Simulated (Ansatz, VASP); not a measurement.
**Hf in VASP and in Ansatz**

```
Hf
1.0
    -1.73538    1.78809    1.84034
     1.76840   -1.76106    1.84632
     1.78180    1.80748   -1.81331
Hf
1
Direct
  0.98347 0.99320 0.98959
```

Change from the starting cell: cell strained at random at fixed volume.

Alike in both runs: task single point; functional PBE; k mesh 10 × 10 × 10; occupations fermi-dirac, width 0.05 eV; no spin polarisation.

|  | VASP | Ansatz |
| --- | --- | --- |
| version | VASP 6.6.1 | Ansatz 0.2.0 |
| potentials or method | VASP PAW PBE potentials, release 64 (Hf_pv), cutoff 520 eV | all-electron LAPW, scalar-relativistic |

```tsv
	VASP	Ansatz	Ansatz less VASP
gap on the k mesh at the Fermi level (eV)	none	none	-
pressure (GPa)	-5.2	-4.8	+0.37
largest component of the traceless stress (GPa)	1.19	1.21	+0.019
```

A gap of «none» marks a metal or a gap that the smearing closes. Ansatz ran all-electron here, so the differences hold the error of VASP's frozen core and of both bases.

Spin-orbit coupling is left out, which matters for the levels of Hf.
